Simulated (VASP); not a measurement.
# MoS2 (R3m) in VASP: a series of runs

The runs below take MoS2 through single point, with PBEsol+U.

Program: VASP 6.6.1. These are calculated values, not measurements. Logs are shortened: lines on timing, memory, paths and dates and some standing lists are left out, and cuts for length are marked.

### Step 1. The crystal as given

The structure is trigonal, space group R3m (No. 160). Conventional cell: a = 3.163 Å, b = 3.163 Å, c = 18.370 Å, α = 90.00°, β = 90.00°, γ = 120.00°. Mo (site symmetry 3m) has 6 S at 2.36 Å as nearest neighbours. S (site symmetry 3m) is surrounded by 3 Mo at 2.36 Å. S (site symmetry 3m) has 3 Mo at 2.36 Å as nearest neighbours.

Measurements of this composition are mostly on another form, of space group No. 194.

### Step 2. Single point, PBEsol+U, collinear spin, typed start

Contents of INCAR:

```
ALGO = Normal ; EDIFF = 1E-6
ENCUT = 520 ; GGA = PS
ISIF = 2 ; ISMEAR = 0
ISPIN = 2 ; LASPH = T
LCHARG = F ; LDAU = T
LDAUJ = 0 0 ; LDAUL = 2 -1
LDAUPRINT = 1 ; LDAUTYPE = 2
LDAUU = 3 0 ; LMAXMIX = 4
LORBIT = 11 ; LREAL = F
LWAVE = F ; MAGMOM = 2 0 0
NBANDS = 24 ; NELM = 150
PREC = Accurate ; SIGMA = 0.05
```

Contents of KPOINTS:

```
k-points
0
Gamma
  7 7 7
```

Contents of POSCAR:

```
MoS2
1.0
    1.5814998900      0.9130793900      6.1233282100
   -1.5814998900      0.9130793900      6.1233282100
    0.0000000000     -1.8261587800      6.1233282100
Mo S
1 2
Direct
    0.0000000000      0.0000000000      0.0000000000
    0.7484000000      0.7484000000      0.7484000000
    0.5849000000      0.5849000000      0.5849000000
```

Potentials or basis: VASP PAW PBE potentials, release 64 (Mo_sv, S).

On the command line:

```
cat potpaw_PBE.64/Mo_sv/POTCAR potpaw_PBE.64/S/POTCAR > POTCAR
mpirun -np 1 vasp_std > vasp.out
```

OUTCAR:

```text
EDIFF = 1E-6
   ENCUT = 520
   GGA = PS
   ISIF = 2
   ISMEAR = 0
   ISPIN = 2
   LASPH = T
   LORBIT = 11
   LREAL = F
   NELM = 150
   PREC = Accurate

 ion  position               nearest neighbor table
   1  0.000  0.000  0.000-   2 2.36   2 2.36   2 2.36   3 2.36   3 2.36   3 2.36
   2  0.748  0.748  0.748-   1 2.36   1 2.36   1 2.36
   3  0.585  0.585  0.585-   1 2.36   1 2.36   1 2.36

  LATTYP: Found a trigonal (rhomboedric) cell.
 ALAT       =     6.3898360106
 COS(alpha) =     0.8774851015

  Lattice vectors:

 A1 = (   1.5814998900,   0.9130793900,   6.1233282100)
 A2 = (  -1.5814998900,   0.9130793900,   6.1233282100)
 A3 = (   0.0000000000,  -1.8261587800,   6.1233282100)

Analysis of symmetry for initial positions (statically):
=====================================================================
 Subroutine PRICEL returns:
 Original cell was already a primitive cell.

 Routine SETGRP: Setting up the symmetry group for a
 trigonal (rhombohedral) supercell.

 Subroutine GETGRP returns: Found  6 space group operations
 (whereof  6 operations were pure point group operations)
 out of a pool of 12 trial point group operations.

The static configuration has the point symmetry C_3v.

Analysis of symmetry for dynamics (positions and initial velocities):
=====================================================================
 Subroutine PRICEL returns:
 Original cell was already a primitive cell.

 Routine SETGRP: Setting up the symmetry group for a
 trigonal (rhombohedral) supercell.

 Subroutine GETGRP returns: Found  6 space group operations
 (whereof  6 operations were pure point group operations)
 out of a pool of 12 trial point group operations.

The dynamic configuration has the point symmetry C_3v.

Analysis of structural, dynamic, and magnetic symmetry:
=====================================================================
 Subroutine PRICEL returns:
 Original cell was already a primitive cell.

 Routine SETGRP: Setting up the symmetry group for a
[... 177 lines left out ...]
  o =  0.3959  v =  0.0000  0.9968  0.0000 -0.0000 -0.0805  0.0000  0.0000  0.0000  0.0000  0.0000      0.0000  0.0000  0.0000  0.0000  0.0000  0.0000  0.0000  0.0000  0.0000  0.0000
  o =  0.4000  v =  0.0000  0.0000  0.0000  0.0000  0.0000 -0.9968  0.0000 -0.0000 -0.0803  0.0000      0.0000  0.0000  0.0000  0.0000  0.0000  0.0000  0.0000  0.0000  0.0000  0.0000
  o =  0.4000  v =  0.0000  0.0000  0.0000  0.0000  0.0000 -0.0000 -0.0803  0.0000 -0.0000 -0.9968      0.0000  0.0000  0.0000  0.0000  0.0000  0.0000  0.0000  0.0000  0.0000  0.0000
  o =  0.4000  v = -0.9968  0.0000 -0.0000 -0.0805  0.0000  0.0000  0.0000  0.0000  0.0000  0.0000      0.0000  0.0000  0.0000  0.0000  0.0000  0.0000  0.0000  0.0000  0.0000  0.0000
  o =  0.4000  v = -0.0000 -0.0805  0.0000 -0.0000 -0.9968  0.0000  0.0000  0.0000  0.0000  0.0000      0.0000  0.0000  0.0000  0.0000  0.0000  0.0000  0.0000  0.0000  0.0000  0.0000
  o =  0.4284  v =  0.0000  0.0000  0.0000  0.0000  0.0000  0.0000 -0.0000 -1.0000 -0.0000 -0.0000      0.0000  0.0000  0.0000  0.0000  0.0000  0.0000  0.0000  0.0000  0.0000  0.0000
  o =  0.4285  v =  0.0000 -0.0000 -1.0000 -0.0000 -0.0000  0.0000  0.0000  0.0000  0.0000  0.0000      0.0000  0.0000  0.0000  0.0000  0.0000  0.0000  0.0000  0.0000  0.0000  0.0000

 number of electron      26.0000001 magnetization       0.0000987

 Free energy of the ion-electron system (eV)
  ---------------------------------------------------
  ext. energy  EPLUGINS =         0.00000000
  ---------------------------------------------------
  free energy    TOTEN  =       -19.77845082 eV

  energy without entropy =      -19.77845082  energy(sigma->0) =      -19.77845082

 E-fermi :   8.0034     XC(G=0): -10.9776

 val. band max:        7.7677072237   @ k =   0.4286   0.4286   0.4286
 cond. band min:       8.7020671926   @ k =  -0.2857   0.2857   0.0000
 fundamental gap:      0.9343599689
 Fermi energy:         8.0034380810

 spin component 1

 k-point     1 :       0.0000    0.0000    0.0000
  band No.  band energies     occupation
      1     -54.0661      1.00000
      2     -28.2573      1.00000
      3     -28.0538      1.00000
      4     -28.0538      1.00000
      5      -7.6088      1.00000
      6      -5.7324      1.00000
[... 1289 lines left out ...]
     23      18.8673      0.00000
     24      19.6734      0.00000

 [... further k-points ...]

------------------------ aborting loop because EDIFF is reached ----------------------------------------

  FORCE on cell =-STRESS in cart. coord.  units (eV):
  Direction    XX          YY          ZZ          XY          YZ          ZX
  --------------------------------------------------------------------------------------
  -------------------------------------------------------------------------------------
  Total        1.1328305      1.1328305      3.7001899      0.0000000     -0.0000000      0.0000000
  in kB       34.2104671     34.2104673    111.7424269      0.0000000     -0.0000000      0.0000000
  external PRESSURE =      60.0544538 kB  Pullay stress =       0.0000000 kB

 VOLUME and BASIS-vectors are now :
 -----------------------------------------------------------------------------
  energy-cutoff  :      520.00
  volume of cell :       53.05
      direct lattice vectors                 reciprocal lattice vectors
     1.581499890  0.913079390  6.123328210     0.316155571  0.182532503  0.054436627
    -1.581499890  0.913079390  6.123328210    -0.316155571  0.182532503  0.054436627
     0.000000000 -1.826158780  6.123328210     0.000000000 -0.365065006  0.054436627

 POSITION                                       TOTAL-FORCE (eV/Angst)
 -----------------------------------------------------------------------------------
      0.00000      0.00000      0.00000         0.000000      0.000000     -0.003081
      0.00000      0.00000     13.74810         0.000000      0.000000      1.214981
      0.00000      0.00000     10.74460         0.000000     -0.000000     -1.211900
 -----------------------------------------------------------------------------------
    total drift:                                0.000000     -0.000000     -0.000027

  FREE ENERGIE OF THE ION-ELECTRON SYSTEM (eV)
  ---------------------------------------------------
  free  energy   TOTEN  =       -19.7784508225 eV

  energy  without entropy=      -19.7784508225  energy(sigma->0) =      -19.77845082

 total charge

# of ion       s       p       d       tot
------------------------------------------
    1        2.314   6.247   3.981  12.542
    2        1.357   2.354   0.000   3.710
    3        1.357   2.353   0.000   3.710
--------------------------------------------------
tot          5.027  10.953   3.981  19.962

 magnetization (x)

# of ion       s       p       d       tot
------------------------------------------
    1        0.000   0.000   0.000   0.000
    2        0.000  -0.000   0.000  -0.000
    3        0.000  -0.000   0.000  -0.000
--------------------------------------------------
tot          0.000  -0.000   0.000   0.000
```

OSZICAR:

```text
N       E                     dE             d eps       ncg     rms          rms(c)
DAV:   1     0.179879732809E+03    0.17988E+03   -0.13113E+04  4248   0.102E+03
DAV:   2    -0.141847342795E+02   -0.19406E+03   -0.18671E+03  5112   0.278E+02
DAV:   3    -0.208087072923E+02   -0.66240E+01   -0.65845E+01  5480   0.488E+01
DAV:   4    -0.208701851784E+02   -0.61478E-01   -0.61470E-01  4696   0.512E+00
DAV:   5    -0.208711181504E+02   -0.93297E-03   -0.93292E-03  5552   0.625E-01    0.286E+01
DAV:   6    -0.199182961985E+02    0.95282E+00   -0.84463E+00  4448   0.169E+01    0.103E+01
DAV:   7    -0.198328548635E+02    0.85441E-01   -0.21013E+00  4320   0.827E+00    0.709E+00
DAV:   8    -0.197785028192E+02    0.54352E-01   -0.23178E-01  5504   0.265E+00    0.227E+00
DAV:   9    -0.197787991094E+02   -0.29629E-03   -0.21894E-02  4856   0.791E-01    0.636E-01
DAV:  10    -0.197783168110E+02    0.48230E-03   -0.48779E-03  5224   0.436E-01    0.206E-01
DAV:  11    -0.197784160021E+02   -0.99191E-04   -0.39822E-04  5240   0.109E-01    0.804E-02
DAV:  12    -0.197784320977E+02   -0.16096E-04   -0.71769E-05  5088   0.439E-02    0.305E-02
DAV:  13    -0.197784454565E+02   -0.13359E-04   -0.15870E-05  4912   0.201E-02    0.163E-02
DAV:  14    -0.197784500147E+02   -0.45582E-05   -0.27563E-06  5256   0.848E-03    0.771E-03
DAV:  15    -0.197784508225E+02   -0.80782E-06   -0.58329E-07  3784   0.414E-03
   1 F= -.19778451E+02 E0= -.19778451E+02  d E =-.363062E-13  mag=     0.0000
```

stdout:

```text
POSCAR found type information on POSCAR MoS
 POSCAR found :  2 types and       3 ions
 scaLAPACK will be used
 -----------------------------------------------------------------------------
|                                                                             |
|                                                                             |
|     You enforced a specific xc type in the INCAR file but a different       |
|     I HOPE YOU KNOW WHAT YOU ARE DOING!                                     |
|                                                                             |
 -----------------------------------------------------------------------------

 LDA part: xc-table for (Slater+PW92), standard interpolation
 POSCAR, INCAR and KPOINTS ok, starting setup
 FFT: planning ... GRIDC
 FFT: planning ... GRID_SOFT
 FFT: planning ... GRID
 WAVECAR not read
 entering main loop
```

Wall time 4 min (1 thread of AMD EPYC 9R45 (Zen 5), shared host); peak memory 0.39 GiB.

What came out:

```
Free energy                                           : -19.7785 eV
Pressure                                              : 6.0 GPa
Largest force                                         : 1.215 eV/Å
Band gap on the k mesh                                : 0.93 eV, indirect (least direct gap 2.02 eV)
Net moment                                            : 0.00 μB per cell
Valence electrons inside the program's atomic spheres : Mo 12.54; S 3.71
```

Forces in eV/Å, atoms in the order of the input:
```
Mo   0.000  0.000 -0.003
S    0.000  0.000  1.215
S    0.000  0.000 -1.212
```

Stress tensor (GPa, compression positive):
```
 3.42  0.00  0.00
 0.00  3.42  0.00
 0.00  0.00 11.17
```

Eigenvalues of the final occupation matrices:
| site | spin | trace | eigenvalues |
| --- | --- | --- | --- |
| site 1 d | 1 | 2.02 | 0.40 0.40 0.40 0.40 0.43 |
| site 1 d | 2 | 2.02 | 0.40 0.40 0.40 0.40 0.43 |

Caveat: the PAW data sets were made with another functional, which shifts forces and pressure a little; an odd mesh through Γ misses points on the zone boundary, where band edges often lie.

[end of part 1 of 2]
